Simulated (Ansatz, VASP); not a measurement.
**AlRu in two plane-wave programs**

One calculation is typed for both programs; each brings its own data sets. How far apart do they land? The structure shown is the end of the Ansatz relaxation below.

Method: plane waves, with VASP 6.6.1 beside it; single point at PBEsol, in Ansatz 0.2.0.

## Step 1: The structure

The structure is tetragonal, space group P4/mmm (No. 123). The conventional cell has a = 2.886 Å, b = 2.886 Å, c = 3.070 Å, α = 90.00°, β = 90.00°, γ = 90.00°. Ru has 8 Al at 2.55 Å nearest. Nearest to Al lie 8 Ru at 2.55 Å. Farther neighbours are not listed.

## Step 2: Ansatz: relaxation, PBEsol

Ansatz runs on its PAW soft_1 files.

This run makes the geometry at which the two programs are then compared.

File input.yaml:

```yaml
crystal:
  lattice:
    - [2.88644549, 0.0, 0.0]
    - [0.0, 2.88644549, 0.0]
    - [0.0, 0.0, 3.029279906]
  atoms:
    - { symbol: Ru, position: [0.5, 0.5, 0.5] }
    - { symbol: Al, position: [0.0, 0.0, 0.0] }
kpoints:
  mp_grid: { grid: [15, 15, 14] }
scf:
  occupations: { method: fermi_dirac, width: 0.05 }
hamiltonian:
  xc: pbesol
  pseudopotentials: { kind: paw, azcp: { folder: soft_1 }, xc_functional: pbe }
basis:
  ecutwfc: 600
output:
  forces: true
  stress: true
  write_density: true
  write_potential: true
  elf: true
  volumetric_format: npy
relax:
  f_tol: 0.005
  max_steps: 70
  cell: { stress_tol: 0.02, p_target: 0, fix: [a, b, alpha, beta, gamma] }
```

The run is started by

```sh
> ansatz run input.yaml --threads 4 --pin off --max-ram 10240MiB --backend cpu --events-out ev --progress --plain --runs-dir out
```

Numbers of over 12 decimals in the logs are rounded to 6 here.

Output:

```text
Engine: ansatz 0.2.0, x86_64-unknown-linux-gnu
Pseudopotentials: kind: paw
Pseudopotential: Ru, paw, valence charge 16, recommended cutoff 420 eV (normal), soft_1/Ru.paw.azcp
Pseudopotential: Al, paw, valence charge 3, recommended cutoff 420 eV (normal), soft_1/Al.paw.azcp
Functional definition: PBEsol
  exchange = pbesol_x
  correlation = pbesol_c
Crystal: 2 atoms, lattice volume = 25.239 Å³
Basis set: ecut = 600 eV, 857 PW (Γ), exchange–correlation on 48×48×50 points (8 copies of the dense FFT grid, shifted against one another)
Bands: 14, of which v1, the nominal top of the filled ones, is band 10 counted from 1 (9 counted from 0)
Symmetry: 16 space group operations
Space group: P4/mmm (ITA 123), of the structure as read, at distance tolerance 2.9e-5 Å
k-points: 288 of 3150
Non-local potential: Ru, projectors of the file, l = 0: 3, l = 1: 2, l = 2: 2, l = 3: 1
Non-local potential: Al, projectors of the file, l = 0: 2, l = 1: 2, l = 2: 1
PAW form: soft (Blöchl's): semilocal exchange-correlation on the pseudo side does not see the compensation charge
PAW frozen core: Ru, regenerated for the run's functional, and the local potential with it (the file was generated under x = pbe(κ = 0.804, μ = 0.219515), c = pbe(β = 0.066725))
PAW frozen core: Al, regenerated for the run's functional, and the local potential with it (the file was generated under x = pbe(κ = 0.804, μ = 0.219515), c = pbe(β = 0.066725))
PAW one-centre angular grid: Ru, 590 points (default); XC on 64 Gauss nodes
PAW one-centre angular grid: Al, 110 points (default); XC on 64 Gauss nodes
Initial density: superposition of atomic densities (chi_scale 0.1, normalization cell, long waves kept (reshape's long-wave potential 0.00 eV rms))
Initial wavefunctions: pseudopotential atomic-orbital guess
Functional: x = pbesol(κ = 0.804, μ = 0.123457), c = pbesol(β = 0.046)
SCF iter   1: F=—  HF=-6343.334309 eV  |F-HF|=—  |Δ(HF+E_count)|=         —  Δρ=1.19e-1  dr2=4.14e0  ethr=3.10e-3  ⟨swp⟩=5.5  Hψ=22194  notcnv=0
preconditioner: auto → none  [metal: Δε(μ)=0.010 eV  Ē_g=9.257 eV  σ=0.050 eV  W_gap=0.05  n_scr=6 (ndim 8)  ℏωp=24.5 eV  f_vac=0.000  D(μ)=1.30/eV (n_scr^D=14)  sad-step TF]
SCF iter   2: F=—  HF=-6342.669452 eV  |F-HF|=—  |Δ(HF+E_count)|=   6.65e-1  Δρ=7.03e-2  dr2=1.52e0  ethr=3.10e-3  ⟨swp⟩=3.0  Hψ=9626  notcnv=0  defer=14
SCF iter   3: F=—  HF=-6342.304137 eV  |F-HF|=—  |Δ(HF+E_count)|=   3.65e-1  Δρ=4.33e-3  dr2=5.01e-3  ethr=3.10e-3  ⟨swp⟩=2.1  Hψ=6768  notcnv=0  defer=14
SCF iter   4: F=—  HF=-6342.303675 eV  |F-HF|=—  |Δ(HF+E_count)|=   4.62e-4  Δρ=8.67e-4  dr2=1.32e-4  ethr=2.63e-5  ⟨swp⟩=1.3  Hψ=6672  notcnv=0  defer=14
SCF iter   5: F=—  HF=-6342.303645 eV  |F-HF|=—  |Δ(HF+E_count)|=   3.05e-5  Δρ=2.92e-4  dr2=1.45e-5  ethr=6.92e-7  ⟨swp⟩=2.6  Hψ=6840  notcnv=0  defer=14
SCF iter   6: F=—  HF=-6342.303650 eV  |F-HF|=—  |Δ(HF+E_count)|=   5.22e-6  Δρ=4.21e-5  dr2=1.86e-7  ethr=7.61e-8  ⟨swp⟩=2.4  Hψ=6654  notcnv=0  defer=14
SCF iter   7: F=-6342.303650 eV  HF=-6342.303650 eV  |F-HF|=1.73e-9  |Δ(HF+E_count)|=   1.37e-8  Δρ=4.89e-6  dr2=2.33e-9  ethr=5.26e-10  ⟨swp⟩=7.2  Hψ=20619  notcnv=0
SCF 1 converged in 7 iterations: F = -6342.303650 eV  dr2 = 2.33e-9
  greatest PAW one-centre occupation: 1.000 electrons in one spin orbital (limit 2), on the Ru atom at site 0 (counted from 0), in its partial waves of l = 0
relax step   1: F+E_penalty+E_count = -6342.30364994 eV  Δ(F+E_penalty+E_count) = +0.000e0 eV  max|allowed force component| = 1.408e-28 eV/Å  Δτ_max = 0.0000 Å  P = +10.682 GPa  Ω = 25.239 Å³  fix = [a, b, alpha, beta, gamma]  reactions: a +13.723, b +13.723 GPa  (7 SCF iters, dr2 threshold 1.00e-7 eV, accepted)
[...]
relax step   2: F+E_penalty+E_count = -6342.30835546 eV  Δ(F+E_penalty+E_count) = -4.706e-3 eV  max|allowed force component| = 2.196e-28 eV/Å  Δτ_max = 0.0000 Å  P = +7.273 GPa  Ω = 25.592 Å³  energy of the carried Pulay correction = -1.419e-5 eV  fix = [a, b, alpha, beta, gamma]  reactions: a +11.037, b +11.037 GPa  (6 SCF iters, dr2 threshold 2.00e-7 eV, accepted)
[...]
relax step   3: F+E_penalty+E_count = -6342.30837142 eV  Δ(F+E_penalty+E_count) = -1.596e-5 eV  max|allowed force component| = 1.846e-28 eV/Å  Δτ_max = 0.0000 Å  P = +7.444 GPa  Ω = 25.574 Å³  energy of the carried Pulay correction = -1.346e-5 eV  fix = [a, b, alpha, beta, gamma]  reactions: a +11.172, b +11.172 GPa  (6 SCF iters, dr2 threshold 1.61e-7 eV, accepted)
[...]
relax step   4: F+E_penalty+E_count = -6342.30838468 eV  Δ(F+E_penalty+E_count) = -1.326e-5 eV  max|allowed force component| = 1.830e-28 eV/Å  Δτ_max = 0.0000 Å  P = +7.444 GPa  Ω = 25.574 Å³  fix = [a, b, alpha, beta, gamma]  reactions: a +11.172, b +11.172 GPa  stress off target by 1.06e-2 GPa on what of the cell is left free  SCF on the basis re-selected at this cell (its energy is not comparable with the rows above)  (8 SCF iters)
basis re-selected at this cell: Δ(F+E_penalty+E_count) = -1.326e-5 eV, ΔP = -0.000 GPa vs the last step (what re-selecting the basis moved, of the pressure what is left beyond the Pulay correction that the steps carried, after the strain that the cell walked since its last selection, with what the two solves' SCF thresholds leave and, on support functions, any second-order correction that the steps lacked; it is no m [...]
SCF converged after 8 iterations
Free energy (F): -6342.308385 eV
Harris-Foulkes:  -6342.308385 eV  (|F-HF|=0.00e0)
Internal energy: -6342.296871 eV  (E = F + TS)
E sigma→0 (E₀):  -6342.302628 eV
Entropy (-TS):   -0.011514 eV (-5.757 meV/atom)
Fermi energy:    16.797176 eV
--- Per-component energies (eV) ---
  E_band       = -108.286570
  E_kinetic    = 490.574713
  E_local      = -1771.632373  (includes V_loc(G=0)·N_el)
  E_nonlocal   = 427.655859
  E_hartree    = 642.824732
  E_xc         = -209.222130
  E_vxc        = -247.394405  (∫ρ·V_xc dr)
  E_paw        = -3898.771013  (= ΣΔE_a)
  E_vpaw       = -293.140168  (= ΣTr[D̂ρ^β])
  E_aug_tail   = 0.000340  (compensation charges beyond the density's cutoff)
  E_ewald      = -2023.999435
  E_core_change = 0.272436  (= ΣΔE_core)
  E_smearing   = -0.011514  (= −TS)
  E_closure    = 0.000000  (closes the sum)
  Σ components = -6342.308385   (vs F -6342.308385, Δ=0.00e0)
--- Forces (eV/Å), atoms counted from 1 ---
  atom   1  Ru    -0.00000000    -0.00000000     0.00000000
  atom   2  Al     0.00000000     0.00000000     0.00000000
  max |Σ_I F_I| component: 3.47e-28 eV/Å
--- Stress (GPa, compression-positive) ---
       11.171686      -0.000000      -0.000000
       -0.000000      11.171686      -0.000000
       -0.000000      -0.000000      -0.010634
  P = ⅓ Tr σ = 7.4442 GPa (74.442 kbar)
--- Band table (eV; the first three rows and the last of 288) ---
  k-point 0: bands = [... 6 lower, 12.9530, 16.8821, 16.8821, 17.2757, 21.8401, 23.7277, 23.7277, 27.8449]
  k-point 1: bands = [... 6 lower, 12.9828, 16.7833, 16.7833, 17.2851, 21.4712, 23.9089, 23.9089, 27.5986]
  k-point 2: bands = [... 6 lower, 13.0681, 16.5258, 16.5258, 17.3115, 20.6352, 24.4120, 24.4120, 26.9757]
  k-point 287: bands = [... 6 lower, 11.9695, 18.2418, 18.5784, 19.7831, 20.6140, 20.9366, 21.4039, 25.4497]
--- Relaxed structure (3 steps of the walk, 3 accepted, 1 SCFs on fresh bases) ---
  F+E_penalty+E_count = -6342.30838468 eV   max|allowed force component| = 1.830e-28 eV/Å   (the final SCF, on the basis selected at the relaxed cell)
  cell:  # Å, volume = 25.5739 Å³
    - [2.88644549, 0.0, 0.0]
    - [0.0, 2.88644549, 0.0]
    - [0.0, 0.0, 3.069514]
  atoms:
    - { symbol: Ru, position: [0.5, 0.5, 0.500000] }
    - { symbol: Al, position: [0, 0, 0.0] }
```

## Step 3: VASP: single point, PBEsol, pair 1

The same cell, functional, mesh and smearing now go to VASP, with its own data sets.

Lines of VASP's logs that name or quote its potential files are left out, and so is its time.

File INCAR:

```
SYSTEM = AlRu
PREC = Accurate
ENCUT = 500
EDIFF = 1E-06
NELM = 120
ISMEAR = -1
SIGMA = 0.05
LREAL = .FALSE.
ALGO = Normal
GGA = PS
NBANDS = 14
LASPH = .TRUE.
LORBIT = 11
LWAVE = .FALSE.
LCHARG = .FALSE.
ISIF = 2
GGA_COMPAT = .FALSE.
KPAR = 2
```

File POSCAR:

```
AlRu
1.0
    2.8864454900      0.0000000000      0.0000000000
    0.0000000000      2.8864454900      0.0000000000
    0.0000000000      0.0000000000      3.0695140465
Ru Al
1 1
Direct
    0.5000000000      0.5000000000      0.5000000000
    0.0000000000      0.0000000000      0.0000000000
```

File KPOINTS:

```
Automatic mesh
0
Gamma
15 15 14
0 0 0
```

Potentials, in the order of the species: Ru_pv and Al (PBE family, release 64).

The run is started by

```sh
> mpirun -np 2 vasp_std
```

Output:

```text
[banner, memory and clock lines left out]
running    2 mpi-ranks, on    1 nodes
 distrk:  each k-point on    1 cores,    2 groups
 distr:  one band on    1 cores,    1 groups

 POSCAR found type information on POSCAR RuAl
 POSCAR found :  2 types and       2 ions
|                                                                             |
|               ----> ADVICE to this user running VASP <----                  |
|                                                                             |
|     You enforced a specific xc type in the INCAR file but a different       |
|     [... a line on the potential file left out ...]
|     I HOPE YOU KNOW WHAT YOU ARE DOING!                                     |
|                                                                             |

 LDA part: xc-table for (Slater+PW92), standard interpolation
 POSCAR, INCAR and KPOINTS ok, starting setup
 FFT: planning ... GRIDC
 FFT: planning ... GRID_SOFT
 FFT: planning ... GRID
 WAVECAR not read
 entering main loop
       N       E                     dE             d eps       ncg     rms          rms(c)
DAV:   1     0.112166520439E+03    0.11217E+03   -0.92190E+03  8288   0.110E+03
DAV:   2    -0.144083220542E+02   -0.12657E+03   -0.12109E+03  9000   0.317E+02
DAV:   3    -0.162584564858E+02   -0.18501E+01   -0.18401E+01  9918   0.406E+01
DAV:   4    -0.162734045611E+02   -0.14948E-01   -0.14946E-01 10102   0.369E+00
DAV:   5    -0.162736847128E+02   -0.28015E-03   -0.28014E-03 10294   0.443E-01    0.146E+01
DAV:   6    -0.155639419450E+02    0.70974E+00   -0.29694E+00  8304   0.200E+01    0.250E+00
DAV:   7    -0.154913204939E+02    0.72621E-01   -0.21540E-01  8814   0.554E+00    0.234E+00
DAV:   8    -0.154725473959E+02    0.18773E-01   -0.21244E-02 10458   0.112E+00    0.227E-01
DAV:   9    -0.154723607483E+02    0.18665E-03   -0.60467E-04  9846   0.151E-01    0.144E-01
DAV:  10    -0.154723497032E+02    0.11045E-04   -0.44741E-05 10196   0.749E-02    0.149E-02
DAV:  11    -0.154723474466E+02    0.22566E-05   -0.68980E-06 10020   0.298E-02    0.888E-03
DAV:  12    -0.154723472214E+02    0.22517E-06   -0.19861E-07  7304   0.491E-03
   1 F= -.15472347E+02 E0= -.15466598E+02  d E =-.114994E-01
```

Parts of OUTCAR (step 3):

```text
ion  position               nearest neighbor table
   1  0.500  0.500  0.500-   2 2.55   2 2.55   2 2.55   2 2.55   2 2.55   2 2.55   2 2.55   2 2.55

  LATTYP: Found a simple tetragonal cell.
 ALAT       =     2.8864454900
 C/A-ratio  =     1.0634235281

 Subroutine GETGRP returns: Found 16 space group operations
 (whereof 16 operations were pure point group operations)

The static configuration has the point symmetry D_4h.

 Found    288 irreducible k-points:

   k-points           NKPTS =    288   k-points in BZ     NKDIM =    288   number of bands    NBANDS=     14

   dimension x,y,z NGX =    24 NGY =   24 NGZ =   24
   dimension x,y,z NGXF=    48 NGYF=   48 NGZF=   48

   ENCUT  =  500.0 eV  36.75 Ry    6.06 a.u.   5.26  5.26  5.60*2*pi/ulx,y,z

   NELECT =      17.0000    total number of electrons

 k-points in reciprocal lattice and weights: Automatic mesh
   0.00000000  0.00000000  0.00000000       0.000
   0.06666667  0.00000000  0.00000000       0.001
   0.13333333  0.00000000  0.00000000       0.001
   0.20000000  0.00000000  0.00000000       0.001
   0.26666667  0.00000000  0.00000000       0.001
   0.33333333  0.00000000  0.00000000       0.001
   0.40000000  0.00000000  0.00000000       0.001
   0.46666667  0.00000000  0.00000000       0.001
   0.06666667  0.06666667  0.00000000       0.001
[...]
0.46666667  0.40000000  0.50000000       0.003
   0.46666667  0.46666667  0.50000000       0.001

 average (electrostatic) potential at core
       1 -67.3666       2 -67.5439

 E-fermi :  11.2685

 k-point     1 :       0.0000    0.0000    0.0000
  band No.  band energies     occupation
    ...
      2     -30.4329      2.00000
      3     -30.4329      2.00000
      4       1.2966      2.00000
      5       7.3769      2.00000
      6       7.4242      2.00000
      7      11.3539      0.30690
      8      11.3539      0.30690
      9      11.7478      0.00014
     10      16.3167      0.00000
     11      18.2080      0.00000
    ...

 k-point     2 :       0.0667    0.0000    0.0000
  band No.  band energies     occupation
    ...
      3     -30.4317      2.00000
      4       1.3890      2.00000
      5       7.4173      2.00000
      6       7.4657      2.00000
      7      11.1981      1.60714
      8      11.3673      0.24372
      9      11.6309      0.00142
     10      16.5332      0.00000
     11      17.6995      0.00000
     12      18.3832      0.00000
    ...

 k-point     3 :       0.1333    0.0000    0.0000
  band No.  band energies     occupation
    ...
      3     -30.4285      2.00000
      4       1.6617      2.00000
      5       7.5249      2.00000
      6       7.5776      2.00000
      7      10.8100      1.99979
      8      11.3261      0.48068
      9      11.4054      0.12169
     10      16.6346      0.00000
     11      17.1038      0.00000
     12      18.8636      0.00000
    ...

  Total        1.8164393      1.8164393      0.0277761      0.0000000     -0.0000000      0.0000000
  in kB      113.7981272    113.7981272      1.7401477      0.0000000     -0.0000000      0.0000000
  external PRESSURE =      76.4454674 kB  Pullay stress =       0.0000000 kB

  energy-cutoff  :      500.00
  volume of cell :       25.57
      direct lattice vectors                 reciprocal lattice vectors
     2.886445490  0.000000000  0.000000000     0.346446868  0.000000000  0.000000000
     0.000000000  2.886445490  0.000000000     0.000000000  0.346446868  0.000000000
     0.000000000  0.000000000  3.069514047     0.000000000  0.000000000  0.325784468

 POSITION                                       TOTAL-FORCE (eV/Angst)
 -----------------------------------------------------------------------------------
      1.44322      1.44322      1.53476         0.000000      0.000000      0.000000
      0.00000      0.00000      0.00000         0.000000      0.000000      0.000000
 -----------------------------------------------------------------------------------
    total drift:                                0.000000     -0.000000     -0.000000

  FREE ENERGIE OF THE ION-ELECTRON SYSTEM (eV)
  ---------------------------------------------------
  free  energy   TOTEN  =       -15.4723472214 eV

  energy  without entropy=      -15.4608478626  energy(sigma->0) =      -15.46659754

 total charge
# of ion       s       p       d       tot
------------------------------------------
    1        0.354   6.269   6.250  12.873
    2        0.397   0.440   0.000   0.837
--------------------------------------------------
tot          0.751   6.709   6.250  13.710

[... 3 further parts left out ...]
```

This run has no spin polarisation. Its electron count is odd, so without a moment it is a metal by construction.

## Step 4: Differences

Known differences besides the potentials themselves: the data sets hold 19 valence electrons in Ansatz (on its PAW soft_1 files) and 17 in VASP; the cutoff is 600 eV in Ansatz and 500 eV in VASP; Ansatz makes its cores anew for this functional, VASP keeps those of its PBE data sets; Ansatz's pressure holds a Pulay correction, VASP's none. Total energies have different zeros and are not compared.

Compared:

```
      quantity  Ansatz  VASP  difference
pressure (GPa)    7.44  7.64       -0.20
```

## Step 5: Ansatz: relaxation, PBEsol

This run makes the geometry at which the two programs are then compared. The cell compared in this pair holds 25.83 Å³, against 25.57 Å³ for the pair before.

The structure compared here is the end of the Ansatz relaxation.

input.yaml: that of step 2 with these lines changed.

```diff
@@ -2,5 +2,5 @@
   lattice:
-    - [2.88644549, 0.0, 0.0]
-    - [0.0, 2.88644549, 0.0]
-    - [0.0, 0.0, 3.029279906]
+    - [2.91620266, 0.0, 0.0]
+    - [0.0, 2.91620266, 0.0]
+    - [0.0, 0.0, 3.011425604]
   atoms:
```

The run is started by

```sh
> ansatz run input.yaml --threads 4 --pin off --max-ram 10240MiB --backend cpu --events-out ev --progress --plain --runs-dir out
```

Output:

```text
[...]
Crystal: 2 atoms, lattice volume = 25.610 Å³
Basis set: ecut = 600 eV, 857 PW (Γ), exchange–correlation on 48×48×50 points (8 copies of the dense FFT grid, shifted against one another)
Bands: 14, of which v1, the nominal top of the filled ones, is band 10 counted from 1 (9 counted from 0)
Symmetry: 16 space group operations
[...]
k-points: 288 of 3150
[...]
k-point 287: bands = [... 6 lower, 11.8088, 18.0962, 18.2680, 19.5103, 20.4797, 20.6654, 21.1060, 25.2790]
--- Relaxed structure (3 steps of the walk, 3 accepted, 1 SCFs on fresh bases) ---
[...]
cell:  # Å, volume = 25.8284 Å³
    - [2.91620266, 0.0, 0.0]
    - [0.0, 2.91620266, 0.0]
    - [0.0, 0.0, 3.037116]
  atoms:
    - { symbol: Ru, position: [0.500000, 0.500000, 0.5] }
    - { symbol: Al, position: [0, 0, 0.0] }
[key lines of the parts left out:]
SCF converged after 8 iterations
Free energy (F): -6342.338516 eV
Fermi energy:    16.589032 eV
P = ⅓ Tr σ = 4.7819 GPa (47.819 kbar)
```

## Step 6: VASP: single point, PBEsol, pair 2

The same cell, functional, mesh and smearing now go to VASP, with its own data sets.

INCAR is that of step 3.

File POSCAR:

```
AlRu
1.0
    2.9162026600      0.0000000000      0.0000000000
    0.0000000000      2.9162026600      0.0000000000
    0.0000000000      0.0000000000      3.0371155967
Ru Al
1 1
Direct
    0.5000000000      0.5000000000      0.5000000000
    0.0000000000      0.0000000000      0.0000000000
```

KPOINTS is that of step 3.

The run is started by

```sh
> mpirun -np 2 vasp_std
```

Output:

```text
[banner, memory and clock lines left out]
running    2 mpi-ranks, on    1 nodes
[...]
[... a notice as in an earlier step ...]

 LDA part: xc-table for (Slater+PW92), standard interpolation
 POSCAR, INCAR and KPOINTS ok, starting setup
[...]
entering main loop
       N       E                     dE             d eps       ncg     rms          rms(c)
DAV:   1     0.110496387802E+03    0.11050E+03   -0.92652E+03  8392   0.110E+03
DAV:   2    -0.144581965432E+02   -0.12495E+03   -0.11914E+03  8940   0.315E+02
DAV:   3    -0.162892398427E+02   -0.18310E+01   -0.18199E+01  9948   0.403E+01
DAV:   4    -0.163043507677E+02   -0.15111E-01   -0.15108E-01 10040   0.369E+00
[...]
DAV:  10    -0.155029248144E+02    0.10569E-04   -0.38229E-05 10228   0.722E-02    0.170E-02
DAV:  11    -0.155029228424E+02    0.19720E-05   -0.49235E-06 10242   0.269E-02    0.694E-03
DAV:  12    -0.155029224258E+02    0.41657E-06   -0.11154E-07  7158   0.337E-03
   1 F= -.15502922E+02 E0= -.15496862E+02  d E =-.121209E-01
```

[end of part 1 of 2]

[Lines on the potential files, build, host, timing and source positions are cut from VASP's logs without a mark.]

[Logs are printed without paths, hosts, clocks, repeated set-up lines and the standing remarks that a program may print on its own settings, such as how far it seeks lower states.]

[Hosts, paths, dates, database ids (printed as entryN), source tags and the programs' standing remarks are cut or masked in the printed files.]
